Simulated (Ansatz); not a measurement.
A crystal relaxed with r2SCAN in Ansatz 0.2.0 has space group P3m1 (No. 156) and a = 4.014 Å, c = 9.820 Å.

| atom | site | x | y | z |
| --- | --- | --- | --- | --- |
| Xx | 1a | 0.0000 | 0.0000 | 0.9998 |
| Xx | 1c | 0.6667 | 0.3333 | 0.6661 |
| Ga | 1b | 0.3333 | 0.6667 | 0.3337 |
| As | 1c | 0.6667 | 0.3333 | 0.9167 |
| As | 1b | 0.3333 | 0.6667 | 0.5837 |
| As | 1a | 0.0000 | 0.0000 | 0.2499 |

The r2SCAN gap is direct at Γ: 1.60 eV. The HSE06 gap is direct at Γ: 1.98 eV. Meshes: r2SCAN 12×12×4, HSE06 6×6×2. r2SCAN's ε∞ is 9.3 along x and y, 9.1 along z.

Question: Which element is Xx?
A. Tl
B. Al
C. B
D. In

Answer: B. Xx is Al: Al2GaAs3, ordered on the zincblende lattice (P3m1) with 6 atoms a cell. Al is surrounded by 4 As at 2.46 Å; Al is surrounded by 4 As at 2.45–2.46 Å; Ga is surrounded by 4 As at 2.46 Å; As is surrounded by 4 Al at 2.46 Å; As is surrounded by 3 Al at 2.45 Å and 1 Ga at 2.46 Å; As is surrounded by 1 Al at 2.46 Å and 3 Ga at 2.46 Å.

These are computed values for a spin-unpolarised cell that may be hypothetical; none is a measurement.

Spin-orbit coupling is left out.

The meshes of the hybrids are coarse, so their gaps aren't converged to the digits shown.
